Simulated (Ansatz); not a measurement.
**FeO under changes of volume**

One of the cells (10.695 Å³/atom); the others are scaled copies at fixed shape and fractional positions:

```
Fe O
1.0
    -1.60210    1.60210    2.08339
     1.60210   -1.60210    2.08339
     1.60210    1.60210   -2.08339
Fe O
1 1
Direct
  0.00000 0.00000 0.00000
  0.50000 0.50000 0.00000
```

The cell comes from a database or a generator and needn't be the stable form of this composition.

```yaml
Program: Ansatz 0.2.0
Functional: PBEsol
Potentials_or_basis: all-electron LAPW, scalar-relativistic
Cutoff: 405 eV (chosen from the basis error)
Basis_error_allowed: 0.0005 eV/atom
k_mesh: 12 × 12 × 12
Occupations: fermi-dirac, width 0.05 eV
Spin: collinear spin, ferromagnetic start
Starting_moments: "[3.0, 0.0] μB"
```

| volume (Å³/atom) | energy over the lowest point (meV/atom) | pressure (GPa) |
| --- | --- | --- |
| 10.053 | 0.00 | -7.0 |
| 10.267 | 11.73 | -10.4 |
| 10.481 | 27.81 | -13.5 |
| 10.695 | ? | ? |
| 10.909 | 71.13 | -18.6 |
| 11.123 | 97.48 | -20.6 |
| 11.337 | 126.38 | -22.4 |

Question: What does the run at 10.695 Å³/atom give?

Answer: Energy over the lowest point 47.76 meV/atom; pressure -16.2 GPa.

Worked out: A Birch-Murnaghan fit of order 3 (a polynomial in V^(-2/3)) to the other rows has no minimum within the range. It gives 47.79 meV/atom at 10.695 Å³/atom, against the run's 47.76, and -dE/dV = -16.3 GPa, against -16.2.

Energies are extrapolated to zero smearing.

Caveats: a cell with one magnetic atom can't hold antiferromagnetic order, which such compounds often take.
